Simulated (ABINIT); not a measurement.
# Nb: single point with LDA

Crystal: Nb.

```
CELL_PARAMETERS angstrom
0.00000 2.11500 2.11500
2.11500 0.00000 2.11500
2.11500 2.11500 0.00000
ATOMIC_POSITIONS crystal
Nb 0.00000 0.00000 0.00000
```

This isn't the form of Nb at room conditions, which is bcc.

```json
{
  "Program": "ABINIT 10.8.3 (patched build)",
  "Task": "single point",
  "Functional": "LDA",
  "Potentials or basis": "PseudoDojo NC SR LDA v0.4 stringent",
  "Cutoff": "1007 eV",
  "k mesh": "8 × 8 × 8",
  "Occupations": "fermi-dirac, width 0.05 eV",
  "Spin": "no spin polarisation"
}
```

```
Pressure                                              : -11.4 GPa
Band gap on the k mesh                                : none (metal or under the smearing width)
Valence electrons inside the program's atomic spheres : Nb 9.40 (radii [1.0584] Å)
```

Levels at points of the mesh, in eV from the Fermi level:
```csv
k point,band 4,band 5,band 6,band 7,band 8,band 9
"(0.00, 0.00, 0.00)",-30.10,-6.19,0.09,0.09,0.09,2.63
"(0.50, 0.00, 0.00)",-30.25,-3.81,-0.11,-0.11,1.39,4.61
"(0.50, 0.50, 0.00)",-30.52,-4.03,-3.29,3.57,4.57,5.19
```

It took 9.4 s on 1 thread of Arm Neoverse V1, with other jobs on the host, peak memory 0.06 GiB.
